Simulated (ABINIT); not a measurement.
The system is BaTiO3.

```xyz
5
Lattice="3.9998 0.0000 0.0000 0.0000 3.9998 0.0000 0.0000 0.0000 4.0180" Properties=species:S:1:pos:R:3 pbc="T T T"
Ba    0.0000    0.0000    0.0000
Ti    1.9999    1.9999    1.9688
O     0.0000    1.9999    2.0773
O     1.9999    0.0000    2.0773
O     1.9999    1.9999    0.0763
```

| Item | Value |
| --- | --- |
| Program | ABINIT 10.8.3 (patched build) |
| Task | relaxation of cell and atoms |
| Functional | LDA |
| Potentials or basis | JTH PAW LDA v2.0 |
| Cutoff | 626 eV |
| k mesh | 7 × 7 × 7 |
| Occupations | fermi-dirac, width 0.05 eV |
| Spin | no spin polarisation |

At the start: pressure -7.2 GPa; volume 12.86 Å³/atom.

Task: How do energy, volume and symmetry change on relaxing?

Result: Over 9 steps the energy falls by 12.8 meV/atom and the volume is 12.37 Å³/atom (-3.8 %); space group P4mm (No. 99, to 0.05 Å).

Step by step:
| step | energy change (eV) | largest force (eV/Å) | pressure (GPa) | volume (Å³) |
| --- | --- | --- | --- | --- |
| 1 | 0.0000 | 0.4243 | -7.19 | 64.28 |
| 2 | -0.0490 | 0.2459 | -3.39 | 62.88 |
| 3 | -0.0624 | 0.0584 | 0.34 | 61.67 |
| 4 | -0.0627 | 0.0665 | 0.12 | 61.74 |
| 5 | -0.0635 | 0.0657 | -0.17 | 61.85 |
| 6 | -0.0637 | 0.0531 | -0.10 | 61.85 |
| 7 | -0.0638 | 0.0457 | 0.01 | 61.83 |
| 8 | -0.0638 | 0.0324 | 0.07 | 61.83 |
| 9 | -0.0639 | 0.0160 | 0.07 | 61.84 |

Final structure:
```
CELL_PARAMETERS angstrom
3.93631 0.00000 0.00000
0.00000 3.93631 0.00000
0.00000 0.00000 3.99133
ATOMIC_POSITIONS crystal
Ba 0.00000 0.00000 0.00152
Ti 0.50000 0.50000 0.48765
O 0.00000 0.50000 0.51505
O 0.50000 0.00000 0.51505
O 0.50000 0.50000 0.02374
```

Caveat: this set's barium file shifts pressures by 1.5 GPa and gaps by 0.1 eV against other sets; the atomic spheres overlap.
